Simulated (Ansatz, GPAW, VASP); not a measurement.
One calculation of Co, 3 ways

```
CELL_PARAMETERS angstrom
2.47200 0.00000 0.00000
-1.23600 2.14081 0.00000
0.00000 0.00000 4.02114
ATOMIC_POSITIONS crystal
Co 0.66667 0.33333 0.75000
Co 0.33333 0.66667 0.25000
```

Alike in all runs: task single point; functional PBE; k mesh 12 × 12 × 7; occupations gaussian, width 0.1 eV; collinear spin, ferromagnetic start; no spin-orbit coupling. Pressure is positive in compression and, in plane waves, holds the error of the finite cutoff.

```csv
program and potentials,plane-wave cutoff (eV),notes,pressure (GPa),net moment per atom (μB)
"GPAW, GPAW PAW data sets (gpaw-data 1.2.1)",600,-,4.81,1.61
"Ansatz, all-electron LAPW, scalar-relativistic",-,-,4.65,1.61
"VASP, PBE PAW files Co, 520 eV",520,-,3.89,1.60
```

The pressure spans 3.89 (VASP, PBE PAW files Co, 520 eV) to 4.81 GPa (GPAW, GPAW PAW data sets (gpaw-data 1.2.1)), with all-electron results at 4.65. The net moment per atom spans 1.60 (VASP, PBE PAW files Co, 520 eV) to 1.61 μB (Ansatz, all-electron LAPW, scalar-relativistic), with all-electron results at 1.61. The state is the one that the start led to, which needn't be the lowest.

Differences between rows come from potentials, basis sets and numerical settings, since the functional is the same but for its coding. Runs on potential files found faulty are left out.
